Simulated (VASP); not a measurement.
A run of VASP 6.6.1 is set up as follows.

File INCAR:

```
SYSTEM = CdO
PREC = Accurate ; ENCUT = 520
EDIFF = 1E-6 ; ISMEAR = 0
SIGMA = 0.03 ; LREAL = .FALSE.
LASPH = .TRUE. ; NELM = 80
ALGO = Normal ; ISIF = 2
LWAVE = .FALSE. ; LCHARG = .FALSE.
GGA = CA ; NBANDS = 16
```

The input KPOINTS:

```
regular mesh
0
G
  12 12 12
  0 0 0
```

The input POSCAR:

```
CdO                                     
1.0
    0.0000000000      2.3523961160      2.3523961160
    2.3523961160      0.0000000000      2.3523961160
    2.3523961160      2.3523961160      0.0000000000
  Cd              O             
     1     1
Direct
     0.0000000000000000    0.0000000000000000    0.0000000000000000
     0.5000000000000000    0.5000000000000000    0.5000000000000000
```

Contents of KPOINTS_OPT:

```
explicit points
109
Reciprocal
 0.0000000000  0.0000000000  0.0000000000 1
 0.0555555556  0.0000000000  0.0555555556 1
 0.1111111111  0.0000000000  0.1111111111 1
 0.1666666667  0.0000000000  0.1666666667 1
 0.2222222222  0.0000000000  0.2222222222 1
 0.2777777778  0.0000000000  0.2777777778 1
 0.3333333333  0.0000000000  0.3333333333 1
 0.3888888889  0.0000000000  0.3888888889 1
 0.4444444444  0.0000000000  0.4444444444 1
 0.5000000000  0.0000000000  0.5000000000 1
 0.5000000000  0.0000000000  0.5000000000 1
 0.5000000000  0.0277777778  0.5277777778 1
 0.5000000000  0.0555555556  0.5555555556 1
 0.5000000000  0.0833333333  0.5833333333 1
 0.5000000000  0.1111111111  0.6111111111 1
 0.5000000000  0.1388888889  0.6388888889 1
 0.5000000000  0.1666666667  0.6666666667 1
 0.5000000000  0.1944444444  0.6944444444 1
 0.5000000000  0.2222222222  0.7222222222 1
 0.5000000000  0.2500000000  0.7500000000 1
 0.5000000000  0.2500000000  0.7500000000 1
 0.4861111111  0.2638888889  0.7500000000 1
 0.4722222222  0.2777777778  0.7500000000 1
 0.4583333333  0.2916666667  0.7500000000 1
 0.4444444444  0.3055555556  0.7500000000 1
 0.4305555556  0.3194444444  0.7500000000 1
 0.4166666667  0.3333333333  0.7500000000 1
 0.4027777778  0.3472222222  0.7500000000 1
 0.3888888889  0.3611111111  0.7500000000 1
 0.3750000000  0.3750000000  0.7500000000 1
 0.3750000000  0.3750000000  0.7500000000 1
 0.3333333333  0.3333333333  0.6666666667 1
 0.2916666667  0.2916666667  0.5833333333 1
 0.2500000000  0.2500000000  0.5000000000 1
 0.2083333333  0.2083333333  0.4166666667 1
 0.1666666667  0.1666666667  0.3333333333 1
 0.1250000000  0.1250000000  0.2500000000 1
 0.0833333333  0.0833333333  0.1666666667 1
 0.0416666667  0.0416666667  0.0833333333 1
 0.0000000000  0.0000000000  0.0000000000 1
 0.0000000000  0.0000000000  0.0000000000 1
 0.0555555556  0.0555555556  0.0555555556 1
 0.1111111111  0.1111111111  0.1111111111 1
 0.1666666667  0.1666666667  0.1666666667 1
 0.2222222222  0.2222222222  0.2222222222 1
 0.2777777778  0.2777777778  0.2777777778 1
 0.3333333333  0.3333333333  0.3333333333 1
 0.3888888889  0.3888888889  0.3888888889 1
 0.4444444444  0.4444444444  0.4444444444 1
 0.5000000000  0.5000000000  0.5000000000 1
 0.5000000000  0.5000000000  0.5000000000 1
 0.5138888889  0.4722222222  0.5138888889 1
 0.5277777778  0.4444444444  0.5277777778 1
 0.5416666667  0.4166666667  0.5416666667 1
 0.5555555556  0.3888888889  0.5555555556 1
 0.5694444444  0.3611111111  0.5694444444 1
 0.5833333333  0.3333333333  0.5833333333 1
 0.5972222222  0.3055555556  0.5972222222 1
 0.6111111111  0.2777777778  0.6111111111 1
 0.6250000000  0.2500000000  0.6250000000 1
 0.6250000000  0.2500000000  0.6250000000 1
 0.6111111111  0.2500000000  0.6388888889 1
 0.5972222222  0.2500000000  0.6527777778 1
 0.5833333333  0.2500000000  0.6666666667 1
 0.5694444444  0.2500000000  0.6805555556 1
 0.5555555556  0.2500000000  0.6944444444 1
 0.5416666667  0.2500000000  0.7083333333 1
 0.5277777778  0.2500000000  0.7222222222 1
 0.5138888889  0.2500000000  0.7361111111 1
 0.5000000000  0.2500000000  0.7500000000 1
 0.5000000000  0.2500000000  0.7500000000 1
 0.5000000000  0.2777777778  0.7222222222 1
 0.5000000000  0.3055555556  0.6944444444 1
 0.5000000000  0.3333333333  0.6666666667 1
 0.5000000000  0.3611111111  0.6388888889 1
 0.5000000000  0.3888888889  0.6111111111 1
 0.5000000000  0.4166666667  0.5833333333 1
 0.5000000000  0.4444444444  0.5555555556 1
 0.5000000000  0.4722222222  0.5277777778 1
 0.5000000000  0.5000000000  0.5000000000 1
 0.5000000000  0.5000000000  0.5000000000 1
 0.4861111111  0.4861111111  0.5277777778 1
 0.4722222222  0.4722222222  0.5555555556 1
 0.4583333333  0.4583333333  0.5833333333 1
 0.4444444444  0.4444444444  0.6111111111 1
 0.4305555556  0.4305555556  0.6388888889 1
 0.4166666667  0.4166666667  0.6666666667 1
 0.4027777778  0.4027777778  0.6944444444 1
 0.3888888889  0.3888888889  0.7222222222 1
 0.3750000000  0.3750000000  0.7500000000 1
 0.6250000000  0.2500000000  0.6250000000 1
 0.6111111111  0.2222222222  0.6111111111 1
 0.5972222222  0.1944444444  0.5972222222 1
 0.5833333333  0.1666666667  0.5833333333 1
 0.5694444444  0.1388888889  0.5694444444 1
 0.5555555556  0.1111111111  0.5555555556 1
 0.5416666667  0.0833333333  0.5416666667 1
 0.5277777778  0.0555555556  0.5277777778 1
 0.5138888889  0.0277777778  0.5138888889 1
 0.5000000000  0.0000000000  0.5000000000 1
 0.0000000000  0.0000000000  0.0000000000 1
 0.3750000000  0.3750000000  0.7500000000 1
 0.5000000000  0.5000000000  0.5000000000 1
 0.6250000000  0.2500000000  0.6250000000 1
 0.5000000000  0.2500000000  0.7500000000 1
 0.5000000000  0.0000000000  0.5000000000 1
 0.4000000000  0.0000000000  0.4000000000 1
 0.4250000000  0.0000000000  0.4250000000 1
 0.4500000000  0.0000000000  0.4500000000 1
```

Potentials or basis: VASP PAW LDA potentials, release 64 (Cd, O).

Run with:

```console
$ cat potpaw_LDA.64/Cd/POTCAR potpaw_LDA.64/O/POTCAR > POTCAR
$ mpirun -np 1 vasp_std > vasp.out
```

Problem. Estimate the pressure.

Solution. -4.9 GPa.

Problem. Predict the band gap along the path.

Solution. None (metal or under the smearing width).

Levels at the corners of the path, in eV from the Fermi level:
```tsv
point	band 6	band 7	band 8	band 9	band 10	band 11	band 12	band 13
Γ	-6.40	-1.39	-1.39	-1.39	-0.55	14.77	16.82	16.82
X	-5.65	-4.44	-2.38	-2.38	3.61	8.35	11.06	13.05
X	-5.65	-4.44	-2.38	-2.38	3.61	8.35	11.06	13.05
W	-5.77	-3.06	-3.06	-1.94	5.76	8.74	8.74	10.48
W	-5.77	-3.06	-3.06	-1.94	5.76	8.74	8.74	10.48
K	-5.96	-3.47	-2.95	-1.31	5.18	8.42	8.45	12.63
K	-5.96	-3.47	-2.95	-1.31	5.18	8.42	8.45	12.63
Γ	-6.40	-1.39	-1.39	-1.39	-0.55	14.77	16.82	16.82
Γ	-6.40	-1.39	-1.39	-1.39	-0.55	14.77	16.82	16.82
L	-6.13	-3.87	-0.03	-0.03	4.26	7.11	11.64	11.64
L	-6.13	-3.87	-0.03	-0.03	4.26	7.11	11.64	11.64
U	-5.96	-3.47	-2.95	-1.31	5.18	8.42	8.45	12.63
U	-5.96	-3.47	-2.95	-1.31	5.18	8.42	8.45	12.63
W	-5.77	-3.06	-3.06	-1.94	5.76	8.74	8.74	10.48
W	-5.77	-3.06	-3.06	-1.94	5.76	8.74	8.74	10.48
L	-6.13	-3.87	-0.03	-0.03	4.26	7.11	11.64	11.64
L	-6.13	-3.87	-0.03	-0.03	4.26	7.11	11.64	11.64
K	-5.96	-3.47	-2.95	-1.31	5.18	8.42	8.45	12.63
U	-5.96	-3.47	-2.95	-1.31	5.18	8.42	8.45	12.63
X	-5.65	-4.44	-2.38	-2.38	3.61	8.35	11.06	13.05
```

Caveat: this crystal is a semiconductor, whose small gap the functional closes, so the metal is an error of the method.
